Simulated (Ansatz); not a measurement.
# PbO: the cost of one run

Computed with Ansatz 0.2.0 (DFT PBEsol, scalar-relativistic, plane waves, PAW, unless a step's input says otherwise).

3 further runs of the same task are left out: 3 set aside as unsound or not needed.

## Step 1: The starting structure

Symmetry: P4/nmm, No. 129, tetragonal system. The conventional cell has a = 3.805 Å, b = 3.805 Å, c = 4.753 Å, α = 90.00°, β = 90.00°, γ = 90.00°. Around Sn (site symmetry 4mm) lie 4 O at 2.22 Å. O (site symmetry -4m2) is surrounded by 4 Sn at 2.22 Å.

Coordinates:

```cif
data_structure
_symmetry_space_group_name_H-M 'P4/nmm:1'
_symmetry_Int_Tables_number 129
_cell_length_a 3.8053
_cell_length_b 3.8053
_cell_length_c 4.7534
_cell_angle_alpha 90.000
_cell_angle_beta 90.000
_cell_angle_gamma 90.000
_cell_volume 68.83
loop_
_atom_site_label
_atom_site_type_symbol
_atom_site_symmetry_multiplicity
_atom_site_Wyckoff_symbol
_atom_site_fract_x
_atom_site_fract_y
_atom_site_fract_z
_atom_site_occupancy
Sn1 Sn 2 c 0.00000 0.50000 0.24240 1
O1 O 2 a 0.50000 0.50000 0.00000 1
```

It goes back to an entry of the Materials Project, which need not be the stable form.

This cell was relaxed beforehand with the same method: volume 17.21 Å³/atom, gap on the mesh none (metal).

## Step 2: The substitution Sn → Pb

The start of PbO: fractional positions of relaxed SnO, cell scaled by 1.022, a guess from tabulated radii.

## Step 3: A first look at the start (PbO)

Contents of input.yaml:

```yaml
crystal:
  lattice:
    - [3.8886343042, 0.0, 0.0]
    - [0.0, 3.8886343042, 0.0]
    - [0.0, 0.0, 4.857537216]
  atoms:
    - { symbol: Pb, position: [0.0, 0.5, 0.2423994222] }
    - { symbol: Pb, position: [0.5, 0.0, 0.7576005778] }
    - { symbol: O, position: [0.5, 0.5, 0.0] }
    - { symbol: O, position: [0.0, 0.0, 0.0] }
basis:
  ecutwfc: 420
kpoints:
  mp_grid: { grid: [6, 6, 4] }
hamiltonian:
  xc: pbesol
scf:
  occupations: { method: gaussian, width: 0.1 }
output:
  forces: true
  stress: true
  eigenvalues: true
```

Command:

```
$ ansatz run input.yaml --threads 1 --pin off --max-ram 2560MiB --backend cpu --events-out ev --progress --plain --runs-dir out
```

What time and memory should one allow on 1 thread of Intel Xeon Platinum 8259CL at 2.50GHz (Skylake/Cascade Lake), shared host?

About 4.8 s, with a peak of 0.41 GiB.
